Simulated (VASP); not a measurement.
Runs of VASP 6.6.1 on CdS (Greenockite). The structure is hexagonal, space group P6_3mc (No. 186). The conventional cell has a = 4.150 Å, b = 4.150 Å, c = 6.737 Å, α = 90.00°, β = 90.00°, γ = 120.00°. Cd (site symmetry 3m) has 4 S at 2.53 to 2.54 Å as nearest neighbours. Around S (site symmetry 3m) lie 4 Cd at 2.53 to 2.54 Å. 

```tsv
task	level	potentials or basis	spin	cell	k mesh	cutoff (eV)	gap on the mesh (eV)	pressure (GPa)	relaxed volume (Å³/atom)
band structure	PBEsol	VASP PAW PBE potentials, release 64 (Cd, S)	off	as given	7 × 7 × 4	520	1.06	-	-
relaxation of cell and atoms	LDA	VASP PAW LDA potentials, release 64 (Cd, S)	off	relaxed	7 × 7 × 4	600	(b)	0.0	24.03
band structure	LDA	VASP PAW LDA potentials, release 64 (Cd, S)	off	as given	7 × 7 × 4	520	0.94	(a)	-
relaxation of cell and atoms	PBEsol	VASP PAW PBE potentials, release 64 (Cd, S)	off	relaxed	7 × 7 × 4	600	1.08	0.0	24.85
```

Alike in all rows: smearing fermi-dirac 0.05 eV.

**Question.** Fill in the values left out.

**Answer.** (a) -2.7; (b) 1.04.

Caveats: the PAW data sets were made with another functional, which shifts forces and pressure a little (some runs).

A k mesh can miss the band edges, and the runs leave out spin-orbit coupling on Cd.

Runs at the PBE level aren't shown here.
